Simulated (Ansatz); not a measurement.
# How settings move the G0W0 gap of MgS (NiAs type)

MgS built on the NiAs prototype, relaxed with r2SCAN; one-shot G0W0 in Ansatz without spin-orbit coupling. Values at 0 K without nuclear motion; spin polarisation is off, and the phase may be a hypothetical one.

```
Mg S
1.0
     3.64543    0.00000    0.00000
    -1.82272    3.15704    0.00000
     0.00000    0.00000    6.14736
Mg S
2 2
Cartesian
  0.0000 0.0000 0.0000
  0.0000 0.0000 3.0737
  0.0000 2.1047 1.5368
  1.8227 1.0523 4.6105
```

Gaps are read over the mesh points alone. G0W0 values are finite-basis, finite-mesh values.
```
 start       potentials      frequency model   mesh  empty bands  screening cutoff (eV)  Kohn-Sham gap (eV)  G0W0 gap (eV)        rough cost
   PBE              PAW  contour deformation  6×6×2          114                     80                3.41           4.66   30 core-seconds
   PBE              PAW  contour deformation  6×6×2          266                    140                3.41           4.82  120 core-seconds
   PBE              PAW  contour deformation  6×6×2          488                    210                3.41           4.91    9 core-minutes
 HSE06              PAW  contour deformation  6×6×2          266                    140                4.46           5.31    5 core-minutes
   LDA              PAW  contour deformation  6×6×2          266                    140                3.19           4.73  2.2 core-minutes
r2SCAN              PAW  contour deformation  6×6×2          266                    140                4.07           5.18  2.4 core-minutes
   PBE              PAW     Godby-Needs pole  6×6×2          266                    140                3.41           4.80  2.8 core-minutes
   PBE              PAW  contour deformation  6×6×4          114                     80                3.41           4.67   70 core-seconds
   PBE  norm-conserving  contour deformation  6×6×2          266                    140                3.41           4.79    4 core-minutes
```

Over the mesh points the PBE gap of 3.41 eV becomes a quasiparticle gap of 4.91 eV (Γ to K), a change of +1.50 eV. Renormalisation factors Z lie between 0.76 and 0.81.

Raising bands and cutoff together moves the gap by +0.16 eV (80 to 140 eV), then +0.09 eV (140 to 210 eV); the last step is still large, so the basis limit isn't reached. Starting from HSE06 (4.46 eV against PBE's 3.41 eV) gives 5.31 eV, +0.49 eV from G0W0@PBE at the same screening cutoff. Starting from LDA (3.19 eV against PBE's 3.41 eV) gives 4.73 eV, -0.09 eV from G0W0@PBE at the same screening cutoff. Starting from r2SCAN (4.07 eV against PBE's 3.41 eV) gives 5.18 eV, +0.36 eV from G0W0@PBE at the same screening cutoff. The Godby-Needs plasmon pole differs from contour deformation by -0.02 eV. A 6×6×4 mesh in place of 6×6×2 changes the opening over PBE by 0.00 eV (the gap on the mesh by +0.01 eV). Norm-conserving potentials (wave cutoff 1143 eV against 420 eV) shift the quasiparticle gap by -0.03 eV and the PBE gap by 0.00 eV. r2SCAN runs take a wave cutoff of 500 eV.
